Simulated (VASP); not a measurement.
Set up this calculation in VASP 6.6.1, as the native input.

* Task: band structure
* Functional: TPSS
* Dispersion: D4
* Potentials or basis: VASP PAW PBE potentials, release 64 (Lu_3), 4f in core
* Cutoff: 520 eV
* k mesh: 9 × 9 × 5
* Occupations: methfessel-paxton, width 0.2 eV
* Spin: no spin polarisation
* Monkhorst-Pack mesh: yes
* Further INCAR settings: ALGO = Normal; EDIFF = 1e-05; NBANDS = 16

The structure of Lu lies in POSCAR:

```
Lu
3.5031
    1.000000000000      0.000000000000      0.000000000000
   -0.500000000000      0.866025403785      0.000000000000
    0.000000000000      0.000000000000      1.584567954098
Lu
2
Direct
    0.6666666667      0.3333333333      0.7500000000
    0.3333333333      0.6666666667      0.2500000000
```

One way to write it, as run:

INCAR

```
SYSTEM = Lu
ALGO = Normal
EDIFF = 1E-5
ENCUT = 520
ISIF = 2
ISMEAR = 1
IVDW = 13
LASPH = .True.
LCHARG = .False.
LMIXTAU = .True.
LREAL = .False.
LWAVE = .False.
METAGGA = TPSS
NBANDS = 16
NELM = 100
PREC = Accurate
SIGMA = 0.2
```

KPOINTS

```
k-points
0
Monkhorst
  9 9 5
  0 0 0
```

KPOINTS_OPT

```
path GMKGALHA,LM,KH
10
line-mode
reciprocal
 0.0000000000  0.0000000000  0.0000000000  G
 0.5000000000  0.0000000000  0.0000000000  M

 0.5000000000  0.0000000000  0.0000000000  M
 0.3333333333  0.3333333333  0.0000000000  K

 0.3333333333  0.3333333333  0.0000000000  K
 0.0000000000  0.0000000000  0.0000000000  G

 0.0000000000  0.0000000000  0.0000000000  G
 0.0000000000  0.0000000000  0.5000000000  A

 0.0000000000  0.0000000000  0.5000000000  A
 0.5000000000  0.0000000000  0.5000000000  L

 0.5000000000  0.0000000000  0.5000000000  L
 0.3333333333  0.3333333333  0.5000000000  H

 0.3333333333  0.3333333333  0.5000000000  H
 0.0000000000  0.0000000000  0.5000000000  A

 0.5000000000  0.0000000000  0.5000000000  L
 0.5000000000  0.0000000000  0.0000000000  M

 0.3333333333  0.3333333333  0.0000000000  K
 0.3333333333  0.3333333333  0.5000000000  H
```

Potentials or basis: VASP PAW PBE potentials, release 64 (Lu_3), 4f in core.

The run is started by

```bash
$ cat potpaw_PBE.64/Lu_3/POTCAR > POTCAR
$ mpirun -np 1 vasp_std > vasp.out
```

It gave:

* Pressure: -2.5 GPa
* Band gap along the path: none (metal or under the smearing width)
* Dispersion energy per atom: -0.238 eV

Caveat: the PAW data sets were made with another functional, which shifts forces and pressure a little; spin-orbit coupling is left out, which moves the levels of the heavy elements; pairwise dispersion overbinds metals, which lowers pressure and volume.

Wall time 3.9 min on 1 thread of AMD EPYC 9R45 96-Core Processor (Zen 5), with other jobs on the host, peak memory 0.17 GiB.
